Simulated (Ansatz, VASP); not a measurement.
# One calculation of Ru, two programs

Contents of INCAR:

```
ALGO     = Normal         # electronic algorithm
EDIFF    = 1E-6           # SCF threshold, eV
ENCUT    = 520            # plane-wave cutoff, eV
GGA      = PS             # functional
ISIF     = 2              # what is computed and relaxed
ISMEAR   = -1             # smearing method
LASPH    = True           # aspherical terms in the spheres
LCHARG   = False          # write CHGCAR
LREAL    = False          # projectors in reciprocal space
LWAVE    = False          # write WAVECAR
NBANDS   = 21             # bands
NELM     = 80             # most SCF steps
PREC     = Accurate       # precision mode
SIGMA    = 0.05           # smearing width, eV
```

KPOINTS

```
k-points
0
Gamma
  18 18 10
```

POSCAR

```
Ru
1.0
    2.5733298344      0.0000000000      0.0000000000
   -1.2866649172      2.2285690089      0.0000000000
    0.0000000000      0.0000000000      4.0874931902
Ru
2
Direct
    0.3333333333      0.6666666667      0.2500000000
    0.6666666667      0.3333333333      0.7500000000
```

Input for Ansatz:

```yaml
crystal:
  lattice:
    - [2.5733298344, 0.0, 0.0]
    - [-1.2866649172, 2.2285690089, 0.0]
    - [0.0, 0.0, 4.0874931902]
  atoms:
    - { symbol: Ru, position: [0.3333333333, 0.6666666667, 0.25] }
    - { symbol: Ru, position: [0.6666666667, 0.3333333333, 0.75] }
kpoints:
  mp_grid: { grid: [18, 18, 10] }
scf:
  occupations: { method: fermi_dirac, width: 0.05 }
hamiltonian:
  xc: pbesol
  pseudopotentials: { kind: paw }
output:
  forces: true
  stress: true
  eigenvalues: true
  populations: true
```

Change from the starting cell: volume scaled by 0.88, PAW files.

Alike in both runs: task single point; functional PBEsol; k mesh 18 × 18 × 10; occupations fermi-dirac, width 0.05 eV; no spin polarisation.

|  | VASP | Ansatz |
| --- | --- | --- |
| version | VASP 6.6.1 | Ansatz 0.2.0 |
| potentials or method | VASP PAW PBE potentials, release 64 (Ru_pv) | PAW with Ansatz's default frozen-core files, scalar-relativistic |
| plane-wave cutoff (eV) | 520 | 420 |
| valence electrons in the cell | 28 | 32 |

Ansatz gave:

```
pressure (GPa)                                  : 60.0
largest component of the traceless stress (GPa) : 0.00
```

**Question.** What did VASP give for the same quantities?

**Answer.** Pressure (GPa): 60.4; largest component of the traceless stress (GPa): 0.07.

The functional is the same, so the differences come from potentials, cutoffs and numerics. The two sets of potentials don't hold the same shells in valence.

Caveats: the cell as given lies far from equilibrium; so large a pressure means that the cell lies far from this level's equilibrium, or that cutoff or potentials fall short (VASP); the potentials were made for another functional, which shifts forces and pressure (VASP).
